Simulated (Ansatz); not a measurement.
# SiC (P6_3mc) in Ansatz: reference runs

Reference runs on SiC: the cell as given.

All numbers are computed with Ansatz 0.2.0; they aren't measurements. Logs are shortened: lines on timing, memory, paths and dates and some standing lists are left out, and cuts for length are marked.

### 1 The crystal as given

Symmetry: P6_3mc, No. 186, hexagonal system. Conventional cell: a = 3.076 Å, b = 3.076 Å, c = 10.071 Å, α = 90.00°, β = 90.00°, γ = 120.00°. Around Si (site symmetry 3m) lie 4 C at 1.88 to 1.89 Å. Si (site symmetry 3m) has 4 C at 1.88 to 1.89 Å as nearest neighbours. C (site symmetry 3m) has 4 Si at 1.88 to 1.89 Å as nearest neighbours. C (site symmetry 3m) has 4 Si at 1.88 to 1.89 Å as nearest neighbours.

The cell is a database's computed one.

### 2 Single point, PBEsol

Input file input.yaml:

```yaml
crystal:
  lattice:
    - [3.0756941497, 0.0, 0.0]
    - [-1.5378470748, 2.6636292679, 0.0]
    - [0.0, 0.0, 10.07064648]
  atoms:
    - { symbol: Si, position: [0.0, 0.0, 0.18789438] }
    - { symbol: Si, position: [0.0, 0.0, 0.68789438] }
    - { symbol: Si, position: [0.3333333333, 0.6666666667, 0.43784198] }
    - { symbol: Si, position: [0.6666666667, 0.3333333333, 0.93784198] }
    - { symbol: C, position: [0.0, 0.0, 0.00046005] }
    - { symbol: C, position: [0.0, 0.0, 0.50046005] }
    - { symbol: C, position: [0.3333333333, 0.6666666667, 0.24980259] }
    - { symbol: C, position: [0.6666666667, 0.3333333333, 0.74980259] }
kpoints:
  mp_grid: { grid: [10, 10, 3] }
scf:
  occupations: { method: fermi_dirac, width: 0.05 }
hamiltonian:
  xc: pbesol
  pseudopotentials: { kind: all_electron, lapw: { basis_error: 0.001 } }
output:
  forces: true
  stress: true
  eigenvalues: true
  populations: true
```

Potentials or basis: all-electron LAPW, scalar-relativistic.

Command:

```bash
ansatz run input.yaml --threads 4 --pin off --max-ram 12288MiB --backend cpu --events-out ev --progress --plain --runs-dir out
```

Output:

```text
Warning: RAYON_NUM_THREADS=4 ignored (pool sized by the plan → 4); use --threads N
Si: projections on atomic orbitals take those of the free atom 1s2 2s2 2p6 3s2 3p2, of charge +0.00 (hamiltonian.pseudopotentials.projection_atoms)
C: projections on atomic orbitals take those of the free atom 1s2 2s2 2p2, of charge +0.00 (hamiltonian.pseudopotentials.projection_atoms)
LAPW: plane waves up to 9.596 Å⁻¹, error target 1.0e-3 eV per atom; small_component_spin mean_spin; C in spheres of 0.882 Å, 6 of its electrons in bands, Dirac shells []; Si in spheres of 1.000 Å, 12 of its electrons in bands, Dirac shells [] (how accurate: hamiltonian.pseudopotentials.lapw.basis_error, Limitations)
Engine: ansatz 0.2.0, x86_64-unknown-linux-gnu
Pseudopotentials: kind: all_electron
Pseudopotential: Si, LAPW, valence charge 12, lapw/all_electron/scalar/gaussian/Si, Koelling and Harmon's equation, gaussian nucleus
Pseudopotential: C, LAPW, valence charge 6, lapw/all_electron/scalar/gaussian/C, Koelling and Harmon's equation, gaussian nucleus
Functional definition: PBEsol
  exchange = pbesol_x
  correlation = pbesol_c
Crystal: 8 atoms, lattice volume = 82.504 Å³
Basis set: ecut = 350.8622473678484 eV, 1243 PW (Γ), exchange–correlation at level 2
Bands: 44, of which v1, the nominal top of the filled ones, is band 36 counted from 1 (35 counted from 0)
Symmetry: 12 space group operations
Space group: P63mc (ITA 186), of the structure as read, at distance tolerance 4.4e-5 Å
k-points: 28 of 300 (time reversal used)
Non-local potential: Si, projectors of the file, none
Non-local potential: C, projectors of the file, none
Initial density: superposition of atomic densities (chi_scale 0.1, normalization cell, long waves kept (reshape's long-wave potential 0.00 eV rms))
Initial wavefunctions: plane waves of lowest kinetic energy (no species holds an atomic orbital)
Functional: x = pbesol(κ = 0.804, μ = 0.12345679012345678), c = pbesol(β = 0.046)
iter 1 solved again at ethr=2.64e-2 eV; its pass at ethr=1.00e-1 eV (dr2=1.90e1 eV) is discarded
SCF iter   1: F=—  HF=-35651.848602 eV  |F-HF|=—  |Δ(HF+E_count)|=         —  Δρ=1.40e-1  dr2=1.90e1  ethr=2.64e-2  ⟨swp⟩=2.0  Hψ=8561  notcnv=0
preconditioner: auto → Resta (q_TF=auto, 2.667 Å⁻¹)  ε∞=4.2  [insulator: Δε(μ)=4.133 eV  Ē_g=12.857 eV  σ=0.050 eV  W_gap=1.00  n_scr=26 (ndim 8)  ℏωp=23.1 eV  f_vac=0.000  D(μ)=0.00/eV (n_scr^D=0)  ε∞_Penn≈4.2]
iter 2 solved again at ethr=2.54e-3 eV; its pass at ethr=2.64e-2 eV (dr2=1.83e0 eV) is discarded
SCF iter   2: F=—  HF=-35644.888498 eV  |F-HF|=—  |Δ(HF+E_count)|=    6.96e0  Δρ=4.59e-2  dr2=1.82e0  ethr=2.54e-3  ⟨swp⟩=2.0  Hψ=6307  notcnv=0
SCF iter   3: F=—  HF=-35644.517038 eV  |F-HF|=—  |Δ(HF+E_count)|=         —  Δρ=2.22e-2  dr2=4.24e-1  ethr=2.53e-3  ⟨swp⟩=2.0  Hψ=3276  notcnv=0
the basis was enlarged: its passes take 639.5 KiB over the memory plan, 4 of 4 planned eigensolver slots
SCF iter   4: F=—  HF=-35644.428138 eV  |F-HF|=—  |Δ(HF+E_count)|=   8.89e-2  Δρ=2.64e-3  dr2=4.59e-3  ethr=5.89e-4  ⟨swp⟩=3.0  Hψ=3577  notcnv=0
SCF iter   5: F=—  HF=-35644.428468 eV  |F-HF|=—  |Δ(HF+E_count)|=   3.30e-4  Δρ=6.05e-4  dr2=2.32e-4  ethr=6.38e-6  ⟨swp⟩=2.3  Hψ=3072  notcnv=0
SCF iter   6: F=—  HF=-35644.428603 eV  |F-HF|=—  |Δ(HF+E_count)|=   1.35e-4  Δρ=1.70e-4  dr2=2.47e-5  ethr=3.22e-7  ⟨swp⟩=3.0  Hψ=3210  notcnv=0
SCF iter   7: F=—  HF=-35644.428598 eV  |F-HF|=—  |Δ(HF+E_count)|=   4.93e-6  Δρ=2.26e-5  dr2=3.89e-7  ethr=3.43e-8  ⟨swp⟩=3.0  Hψ=3494  notcnv=0
SCF iter   8: F=-35644.428598 eV  HF=-35644.428598 eV  |F-HF|=7.75e-8  |Δ(HF+E_count)|=   2.16e-7  Δρ=8.24e-6  dr2=7.46e-8  ethr=5.40e-10  ⟨swp⟩=3.0  Hψ=3428  notcnv=0
SCF 1 converged in 8 iterations: F = -35644.428598 eV  dr2 = 7.46e-8
SCF converged after 8 iterations
Free energy (F): -35644.428598 eV
Harris-Foulkes:  -35644.428598 eV  (|F-HF|=7.75e-8)
Internal energy: -35644.428598 eV  (E = F + TS)
E sigma→0 (E₀):  -35644.428598 eV
Fermi energy:    11.878279 eV
--- Per-component energies (eV) ---
  E_band       = -4711.494558
  E_kinetic    = 35708.173320
  E_xc         = -2793.036803
  E_electrostatic = -68559.565115  (all electrons and nuclei)
  E_smearing   = -0.000000  (= −TS)
  E_closure    = 0.000000  (closes the sum)
  E_atoms      = -35580.712923  (free atoms, spherical and without spin; not in F)
  Σ components = -35644.428598   (vs F -35644.428598, Δ=0.00e0)
  Basis errors (estimates in eV, not in F): energy 5.4e-4 per atom: plane waves 4.9e-4 (3.1e-4 summed), levels above the bands 1.1e-56, relativity 1.6e-8, radial functions 4.1e-5, core shells 1.6e-13; eigenvalues (radial functions only) 1.7e-6; not estimated: angular momenta, meshes, grids; target (lapw.basis_error) 1.0e-3; muffin-tin radii C 0.882 Å, Si 1.000 Å
--- Forces (eV/Å), atoms counted from 1 ---
  atom   1  Si    -0.00000000     0.00000000     0.00319928
  atom   2  Si     0.00000000     0.00000000     0.00319928
  atom   3  Si    -0.00000000     0.00000000    -0.00397017
  atom   4  Si     0.00000000    -0.00000000    -0.00397017
  atom   5  C      0.00000000    -0.00000000    -0.00164255
  atom   6  C      0.00000000     0.00000000    -0.00164255
  atom   7  C      0.00000000     0.00000000     0.00240308
  atom   8  C     -0.00000000     0.00000000     0.00240308
  max |Σ_I F_I| component: 2.07e-5 eV/Å
--- Stress (GPa, compression-positive) ---
        0.444083      -0.000000      -0.000000
       -0.000000       0.444083       0.000000
       -0.000000       0.000000       0.335194
  P = ⅓ Tr σ = 0.4078 GPa (4.078 kbar)
--- Band table (eV; the first three rows and the last of 28) ---
  k-point 0: bands = ["-251.5154", "-251.5154", "-251.4494", "-251.4494", "-121.9986", "-121.9986", "-121.9536", "-121.9536", "-78.2797", "-78.2797", "-78.2795", "-78.2795", "-78.2794", "-78.2794", "-78.2394", "-78.2394", "-78.2325", "-78.2325", "-78.2324", "-78.2324", "-4.7134", "-3.5282", "-3.4918", "-1.1016", "2.1214", "6.3999", "6.4399", "9.6179", "9.6179", "10.0810", "10.0810", "10.2239", "10.2239", "10.7572", "10.8109", "10.8109", "15.8591", "16.4371", "17.0730", "17.0761", "17.7305", "17.7305", "17.7445", "17.7445"]
  k-point 1: bands = ["-251.5154", "-251.5154", "-251.4494", "-251.4494", "-121.9986", "-121.9986", "-121.9536", "-121.9536", "-78.2797", "-78.2797", "-78.2795", "-78.2795", "-78.2795", "-78.2795", "-78.2394", "-78.2394", "-78.2324", "-78.2324", "-78.2324", "-78.2324", "-4.5769", "-4.1711", "-2.6316", "-1.6593", "2.8998", "4.5194", "8.3595", "9.6832", "9.6832", "9.8673", "9.8673", "10.0209", "10.4675", "10.4675", "10.7135", "10.7135", "15.9541", "16.2114", "17.3605", "17.4700", "17.7945", "17.7945", "17.7952", "17.7952"]
  k-point 2: bands = ["-251.5154", "-251.5154", "-251.4494", "-251.4494", "-121.9986", "-121.9986", "-121.9536", "-121.9536", "-78.2797", "-78.2797", "-78.2796", "-78.2796", "-78.2795", "-78.2795", "-78.2394", "-78.2394", "-78.2326", "-78.2326", "-78.2325", "-78.2325", "-4.5388", "-3.3593", "-3.3221", "-0.9541", "2.2823", "6.4523", "6.4960", "8.6705", "9.2939", "9.3181", "9.4667", "9.8841", "9.9788", "10.1743", "10.6397", "10.7340", "16.1782", "16.7681", "16.8549", "17.3491", "17.5960", "17.7863", "17.9708", "18.1593"]
  k-point 27: bands = ["-251.5154", "-251.5154", "-251.4494", "-251.4494", "-121.9985", "-121.9985", "-121.9535", "-121.9535", "-78.2805", "-78.2805", "-78.2802", "-78.2802", "-78.2796", "-78.2796", "-78.2393", "-78.2393", "-78.2335", "-78.2335", "-78.2332", "-78.2332", "-0.5641", "-0.3362", "0.1787", "0.2750", "3.2319", "3.5057", "3.5368", "4.0544", "4.9881", "5.1796", "5.9754", "6.2705", "7.2044", "8.1405", "8.3854", "8.7313", "14.0955", "14.2530", "16.4028", "17.1781", "17.3449", "18.2005", "19.3189", "19.5460"]
--- Löwdin populations: 8 sites ---
  site symbol       q [e]
     0     Si     12.9509
     1     Si     12.9509
     2     Si     12.9647
     3     Si     12.9647
     4      C      6.9609
     5      C      6.9609
     6      C      6.9721
     7      C      6.9721
  spilling = 0.003786 (of n_electrons = 80.000000)
```

Wall time 10 s (4 threads of Intel Xeon 6975P-C (Granite Rapids), shared host); peak memory 0.64 GiB.

What came out:

```
Free energy            : -35644.4286 eV
Pressure               : 0.4 GPa
Largest force          : 0.004 eV/Å
Band gap on the k mesh : 2.12 eV, indirect (least direct gap 3.25 eV)
Loewdin charges        : Si +1.05, +1.04; C -0.96, -0.97 e
```

Forces in eV/Å, atoms in the order of the input:
```
Si   0.000  0.000  0.003
Si   0.000  0.000  0.003
Si   0.000  0.000 -0.004
Si   0.000  0.000 -0.004
C    0.000  0.000 -0.002
C    0.000  0.000 -0.002
C    0.000  0.000  0.002
C    0.000  0.000  0.002
```

Levels at points of the mesh, in eV from the valence-band top:
| k point | band 34 | band 35 | band 36 | band 37 | band 38 | band 39 |
| --- | --- | --- | --- | --- | --- | --- |
| (0.00, 0.00, 0.00) | -0.05 | 0.00 | 0.00 | 5.05 | 5.63 | 6.26 |
| (0.00, -0.50, 0.00) | -2.24 | -1.59 | -1.13 | 2.12 | 2.24 | 4.12 |

Caveat: an odd mesh through Γ misses points on the zone boundary, where band edges often lie.
